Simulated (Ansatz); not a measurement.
**Band structure of Ag**

```yaml
crystal:
  lattice:
    - [2.75145, 0.00000, 0.00000]
    - [0.00000, 2.75145, 0.00000]
    - [0.00000, 0.00000, 2.75145]
  atoms:
    - { symbol: Ag, position: [0.00000, 0.00000, 0.00000] }
```

The structure comes from a relaxation in the same program, started in the sc type, and has space group Pm-3m. Whether it is a known phase or the ground state wasn't checked.

These are results of DFT, PBE, all-electron LAPW, Dirac equation with spin-orbit coupling (Ansatz 0.2.0), not measurements.

The runs use a Γ-centred 12×12×12 k mesh, Fermi–Dirac smearing of 0.05 eV, basis error target 0.25 meV/atom, no spin polarisation.

Points in fractions of the reciprocal vectors of this cell: Γ (0, 0, 0), X (0, 0.5, 0), M (0.5, 0.5, 0), R (0.5, 0.5, 0.5). The path joins them by straight lines in the order Γ–X–M–Γ–R–X–R–M; legs that retrace an earlier one aren't tabulated. Energies are in eV from the Fermi level.

(1) Is there a gap?

(2) List the levels between -5 and 5 eV at the symmetry points.

Answers

(1) none: bands cross the Fermi level, a metal.

(2) 
Γ: -2.87 (×4), -2.51 (×2)
X: -3.79 (×2), -3.61 (×2), -2.64 (×2), -0.48 (×2), 1.65 (×2)
M: -4.97 (×2), -3.61 (×2), -3.43 (×2), -1.99 (×2), 3.64 (×2), 4.03 (×2)
R: -4.94 (×2), -1.94 (×4)
